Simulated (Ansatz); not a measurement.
Bi2Te2Se:

```xyz
5
Lattice="2.1610 1.2476 10.5856 -2.1610 1.2476 10.5856 0.0000 -2.4953 10.5856" Properties=species:S:1:pos:R:3 pbc="T T T"
Bi    0.0000    0.0000   12.4398
Bi    0.0000    0.0000   19.3169
Te    0.0000    0.0000   24.7831
Te    0.0000    0.0000    6.9736
Se    0.0000    0.0000    0.0000
```

The cell is a database's computed one.

| Property | Result |
| --- | --- |
| Program | Ansatz 0.2.0 |
| Task | relaxation of cell and atoms |
| Functional | PBEsol |
| Dispersion | D4 |
| Potentials or basis | Ansatz PAW |
| Cutoff | 420 eV (not typed: the program's choice for these potentials) |
| k mesh | 7 × 7 × 7 |
| Occupations | fermi-dirac, width 0.05 eV |
| Spin | no spin polarisation |

At the start: volume 34.25 Å³/atom.

Question: How do energy, volume and symmetry change on relaxing?

Answer: It ends after 7 steps and the volume is 30.59 Å³/atom (-10.7 %); space group R-3m (No. 166, to 0.05 Å).

The path:
```csv
step,energy change (eV),largest force (eV/Å),volume (Å³)
1,0.0000,0.0551,171.24
2,-0.1440,0.1405,151.94
3,-0.1804,0.0294,152.35
4,-0.1886,0.0213,153.25
5,-0.1890,0.0124,152.88
6,-0.1890,0.0023,152.97
7,-0.1864,0.0025,152.97
```

Final structure:
```
Bi Te Se
1.0
     2.12741    1.22826    9.75701
    -2.12741    1.22826    9.75701
     0.00000   -2.45652    9.75701
Bi Te Se
2 2 1
Direct
  0.39518 0.39518 0.39518
  0.60482 0.60482 0.60482
  0.78896 0.78896 0.78896
  0.21104 0.21104 0.21104
  0.00000 0.00000 0.00000
```

Caveat: the plane-wave basis is chosen anew once the cell has moved, so the energies of steps on either side of that aren't comparable; the PAW data sets come from PBE, with cores solved anew for the run's functional, which leaves a small shift of forces and pressure.
